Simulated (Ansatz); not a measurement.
## GaN: holes, doping and thermopower

Plane-wave DFT in Ansatz, PBE, scalar-relativistic PAW potentials, cutoff 420 eV, no spin-orbit coupling; no spin polarisation. GaN in space group P6_3mc. Boltzmann transport at 300 K in rigid bands with one relaxation time, bands interpolated from the k mesh 12×12×6; values are means over x, y, z.

| holes (cm⁻³) | size of S (μV/K) | σ/τ (Ω⁻¹ m⁻¹ s⁻¹) |
| --- | --- | --- |
| 10^18 | 623.9 | 1.78e+16 |
| 10^19 | ? | 1.78e+17 |
| 10^20 | 236.4 | 1.78e+18 |
| 10^21 | 83.4 | 1.84e+19 |

Take the lowest doping as non-degenerate: get the effective density of states and the masses, and predict the missing S.

For parabolic bands and one τ, |S| = (k_B/e)(5/2 − η) with k_B/e = 86.17 μV/K and n = N e^η. The first row gives η = -4.74, N = 11.45×10¹⁹ cm⁻³ and, from N = 2.509×10¹⁹ cm⁻³ × m_d^(3/2), a density-of-states mass of 2.75 mₑ (all valleys and bands together). σ/τ = ne²/m_c gives a conductivity mass of 1.58 mₑ; m_d is 1.7 times m_c, the sign of several valleys, several bands or anisotropy. A decade of doping costs (k_B/e) ln 10 = 198.4 μV/K, which predicts 426 μV/K; the run gave 426.4. There η is about -2.4, where Fermi statistics begin to count, but their first corrections to η and to the mean carrier energy nearly cancel, so the rule still holds. At 10^21 cm⁻³ the rule would give 29 μV/K against 83.4: the gas is degenerate there. Scattering that depends on energy changes the 5/2, and whether such doping can be reached wasn't computed.

Cost: about 2.1 core-minutes for the runs cited, on AMD EPYC 9R45 (Zen 5) (shared hosts).

The fall in thermopower with doping is band filling: as the Fermi level moves towards and into the valence band, each hole carries less energy relative to it. The large density-of-states mass fits a valence-band top built mainly from N 2p orbitals, which are compact and disperse weakly. Since that maximum lies at Γ, its excess over the conductivity mass points to several bands and their anisotropy rather than to several valleys. Both masses are therefore thermal averages over neighbouring bands, not the curvature of any single one.

σ/τ follows the hole density up to 10^20 cm⁻³ and rises slightly faster by 10^21 cm⁻³, which suggests that lighter states deeper in the band contribute there. At fixed τ, S²σ still grows up to the highest doping, though ever more slowly, so the large thermopower at low doping doesn't mark the best electronic performance. Nor does a high power factor alone make a good thermoelectric, because the GaN lattice conducts heat well.
